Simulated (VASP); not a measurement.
# I (Im-3m) in VASP: a series of runs, part 2 of 2

VASP 6.6.1.

## Step 5: Single point, PBE

This run uses another cell than the first one, of the same volume but with other edges.

File INCAR:

```
SYSTEM = I
PREC = Accurate
ENCUT = 520
EDIFF = 1E-6
ISMEAR = 0
SIGMA = 0.05
LREAL = Auto
LASPH = .TRUE.
NELM = 100
ALGO = Normal
ISIF = 2
LWAVE = .FALSE.
LCHARG = .FALSE.
GGA = PE
NBANDS = 10
ADDGRID = .FALSE.
```

File KPOINTS:

```
Automatic mesh
0
G
  8 8 8
  0 0 0
```

File POSCAR:

```
I
1.0
   -2.1240960000      2.1667550000      2.1089740000
    2.1114880000     -2.1329730000      2.0625830000
    2.0399160000      2.0487930000     -2.0751920000
I
1
Direct
    0.0126280000     -0.0160290000     -0.0040210000
```

Launch:

```bash
cat potpaw_PBE.64/I/POTCAR > POTCAR
mpirun -np 1 vasp_std > vasp.out
```

Run time: 63 s. Hardware: 1 thread of Intel Xeon Platinum 8488C (Sapphire Rapids), shared host; peak memory 0.2 GiB.

These settings aren't checked as converged: the numbers below hold their error.

What came out:

| Property | Result |
| --- | --- |
| Free energy | -1.0526 eV |
| Pressure | -0.2 GPa |
| Band gap on the k mesh | none (metal or under the smearing width) |

Caveat: an odd number of electrons without spin polarisation forces a metal; a magnetic or distorted state may lie lower.

## Step 6: Single point, PBE

Changes to INCAR since step 5:

```diff
@@ -3,6 +3,6 @@
 ENCUT = 520
-EDIFF = 1E-6
+EDIFF = 1E-4
 ISMEAR = 0
 SIGMA = 0.05
-LREAL = Auto
+LREAL = .FALSE.
 LASPH = .TRUE.
```

KPOINTS is that of step 5.

File POSCAR:

```
I
1.0
   -2.0893754423      2.0893754423      2.0893754423
    2.0893754423     -2.0893754423      2.0893754423
    2.0893754423      2.0893754423     -2.0893754423
I
1
Direct
    0.0000000000      0.0000000000      0.0000000000
```

Potentials or basis: VASP PAW PBE potentials, release 64 (I).

Launch:

```bash
cat potpaw_PBE.64/I/POTCAR > POTCAR
mpirun -np 1 vasp_std > vasp.out
```

OUTCAR:

```text
SYSTEM = I
   PREC = Accurate
   ENCUT = 520
   EDIFF = 1E-4
   ISMEAR = 0
   LREAL = .FALSE.
   LASPH = .TRUE.
   NELM = 100
   ISIF = 2
   GGA = PE

 Found     29 irreducible k-points:

 Following reciprocal coordinates:
            Coordinates               Weight
  0.000000  0.000000  0.000000      1.000000
  0.125000  0.000000  0.000000     12.000000
  0.250000  0.000000  0.000000     12.000000
  0.375000  0.000000  0.000000     12.000000
  0.500000  0.000000  0.000000      6.000000
  0.125000  0.125000  0.000000     24.000000
   k-points           NKPTS =     29   k-points in BZ     NKDIM =     29   number of bands    NBANDS=     10
   number of dos      NEDOS =    301   number of ions     NIONS =      1
   total plane-waves  NPLWV =  21952
   dimension x,y,z NGX =    28 NGY =   28 NGZ =   28
   dimension x,y,z NGXF=    56 NGYF=   56 NGZF=   56
   ions per type =               1
   NGX,Y,Z   is equivalent  to a cutoff of  12.86, 12.86, 12.86 a.u.
   NGXF,Y,Z  is equivalent  to a cutoff of  25.73, 25.73, 25.73 a.u.
 SYSTEM =  I
   PREC   = accura    normal or accurate (medium, high low for compatibility)
   ISTART =      0    job   : 0-new  1-cont  2-samecut
   ICHARG =      2    charge: 1-file 2-atom 10-const
[... 61 lines left out ...]

 k-point     1 :       0.0000    0.0000    0.0000
  band No.  band energies     occupation
      1      -9.1827      2.00000
      2       4.8906      0.00000
      3       4.8906      0.00000
      4       4.8906      0.00000
      5      10.9343      0.00000
      6      13.8678      0.00000
      7      13.8678      0.00000
      8      13.8678      0.00000
      9      16.1001      0.00000
     10      16.1001      0.00000
[... 53 lines left out ...]
 k-point     6 :       0.1250    0.1250    0.0000
  band No.  band energies     occupation
      1      -8.7250      2.00000
      2       2.5914      2.00000
      3       4.1563      0.00898
      4       4.5856      0.00000
      5      11.9336      0.00000
      6      12.5934      0.00000
      7      13.3553      0.00000
      8      14.8021      0.00000
      9      16.3228      0.00000
     10      16.6415      0.00000

 [... further k-points ...]

------------------------ aborting loop because EDIFF is reached ----------------------------------------

  FORCE on cell =-STRESS in cart. coord.  units (eV):
  Direction    XX          YY          ZZ          XY          YZ          ZX
  --------------------------------------------------------------------------------------
  -------------------------------------------------------------------------------------
  Total       -0.0447397     -0.0447397     -0.0447397      0.0000000     -0.0000000      0.0000000
  in kB       -1.9646887     -1.9646887     -1.9646887      0.0000000     -0.0000000      0.0000000
  external PRESSURE =      -1.9646887 kB  Pullay stress =       0.0000000 kB

 VOLUME and BASIS-vectors are now :
 -----------------------------------------------------------------------------
  energy-cutoff  :      520.00
  volume of cell :       36.48
      direct lattice vectors                 reciprocal lattice vectors
    -2.089375442  2.089375442  2.089375442     0.000000000  0.239305962  0.239305962
     2.089375442 -2.089375442  2.089375442     0.239305962  0.000000000  0.239305962
     2.089375442  2.089375442 -2.089375442     0.239305962  0.239305962  0.000000000

 POSITION                                       TOTAL-FORCE (eV/Angst)
 -----------------------------------------------------------------------------------
      0.00000      0.00000      0.00000         0.000000      0.000000      0.000000
 -----------------------------------------------------------------------------------
    total drift:                                0.000000      0.000000      0.000000

  FREE ENERGIE OF THE ION-ELECTRON SYSTEM (eV)
  ---------------------------------------------------
  free  energy   TOTEN  =        -1.0418700033 eV

  energy  without entropy=       -1.0387841041  energy(sigma->0) =       -1.04032705
```

OSZICAR:

```text
N       E                     dE             d eps       ncg     rms          rms(c)
DAV:   1     0.198680602044E+02    0.19868E+02   -0.23382E+03   580   0.482E+02
DAV:   2    -0.222011609036E+00   -0.20090E+02   -0.19431E+02   790   0.836E+01
DAV:   3    -0.103412946869E+01   -0.81212E+00   -0.80656E+00   712   0.163E+01
DAV:   4    -0.104080630486E+01   -0.66768E-02   -0.66755E-02   732   0.187E+00
DAV:   5    -0.104090065993E+01   -0.94355E-04   -0.94355E-04   712   0.214E-01    0.349E+00
DAV:   6    -0.104114598533E+01   -0.24533E-03   -0.15965E-03   704   0.201E-01    0.213E+00
DAV:   7    -0.104186774541E+01   -0.72176E-03   -0.30589E-03   656   0.288E-01    0.104E-01
DAV:   8    -0.104187000331E+01   -0.22579E-05   -0.14107E-04   664   0.581E-02
   1 F= -.10418700E+01 E0= -.10403271E+01  d E =-.308590E-02
```

It took 5.3 s on 1 thread of Intel Xeon Platinum 8488C (Sapphire Rapids), shared host; peak memory 0.15 GiB.

The run converged, but some of its settings lie outside the range that counts as converged, so its numbers aren't taken as properties of the crystal.

What came out:

```
Free energy            : -1.0419 eV
Pressure               : -0.2 GPa
Band gap on the k mesh : none (metal or under the smearing width)
```

Caveat: an odd number of electrons without spin polarisation forces a metal; a magnetic or distorted state may lie lower.
